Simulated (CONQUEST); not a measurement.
**GaAs under changes of volume**

One of the cells (22.590 Å³/atom); the others are scaled copies at fixed shape and fractional positions:

```
As Ga
1.0
     3.99777    0.00000    0.00000
     0.00000    3.99777    0.00000
     0.00000    0.00000    5.65370
As Ga
2 2
Cartesian
  0.0000 1.9989 1.4134
  1.9989 0.0000 4.2403
  0.0000 0.0000 0.0000
  1.9989 1.9989 2.8268
```

| Item | Value |
| --- | --- |
| Program | CONQUEST 1.3 |
| Functional | LDA |
| Potentials or basis | PseudoDojo NC LDA, DZP, grid of 40 × 40 × 60 points |
| k mesh | 7 × 7 × 5 |
| Occupations | fermi-dirac, width 0.05 eV |
| Spin | no spin polarisation |

| volume (Å³/atom) | energy over the lowest point (meV/atom) | pressure (GPa) | gap on the mesh (eV) |
| --- | --- | --- | --- |
| 21.234 | ? | ? | ? |
| 21.686 | 2.30 | 1.6 | 0.66 |
| 22.138 | 0.00 | 0.1 | 0.48 |
| 22.590 | 1.51 | -1.2 | 0.32 |
| 23.041 | 6.79 | -2.6 | 0.17 |
| 23.493 | 15.90 | -3.8 | none |
| 23.945 | 27.98 | -4.8 | none |

Problem. What does the run at 21.234 Å³/atom give?

Solution. Energy over the lowest point 9.39 meV/atom; pressure 3.6 GPa; gap on the mesh 0.84 eV.

Worked out: A Birch-Murnaghan fit of order 3 (a polynomial in V^(-2/3)) to the other rows has its minimum at 22.18 Å³/atom with B0 = V·E''(V) = 69 GPa (rough, since the energies scatter). It gives 8.94 meV/atom at 21.234 Å³/atom, against the run's 9.39, and -dE/dV = 3.1 GPa, against 3.6.

Energies are extrapolated to zero smearing.

Caveats: the basis of atomic orbitals isn't converged, which shifts pressures, moduli and gaps; the real-space grid breaks the cell's symmetry a little; an odd mesh through Γ misses points on the zone boundary, where band edges often lie (some runs). Spin-orbit coupling on As, Ga is left out.

A gap of «none» marks a metal or a gap under the smearing width.
